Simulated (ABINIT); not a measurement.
Here is an ABINIT 10.8.3 (patched build) calculation.

File run.abi:

```
pp_dirpath "./"
pseudos "06_C_4_1.2_1.2_pbe_n_v1.0.psp8"

acell 3*1.0
rprim
     0.0000000000     3.3700808789     3.3700808789
     3.3700808789     0.0000000000     3.3700808789
     3.3700808789     3.3700808789     0.0000000000
ntypat 1
znucl 6
natom 2
typat 1 1
xred
     0.7500000000     0.7500000000     0.7500000000
     0.5000000000     0.5000000000     0.5000000000

ecut 33.0

kptopt 1
ngkpt 10 10 10
nshiftk 1
shiftk 0.0 0.0 0.0

ixc 11

nband 8
occopt 3
tsmear 0.05 eV

nstep 100
tolvrs 1.0e-10

iomode 3
prtwf 0
prteig 0
prtebands 0
enunit 2
prtden 1
prtvha 1
prtvclmb 1
prtpot 1
prtelf 1
```

Potentials or basis: SPMS NC PBE v1.0.

Command:

```sh
$ abinit run.abi > log 2>&1
```

Question: What does it give for the band gap on the k mesh?

Answer: 4.22 eV, indirect (least direct gap 5.62 eV).

 A k mesh can miss the band edges.
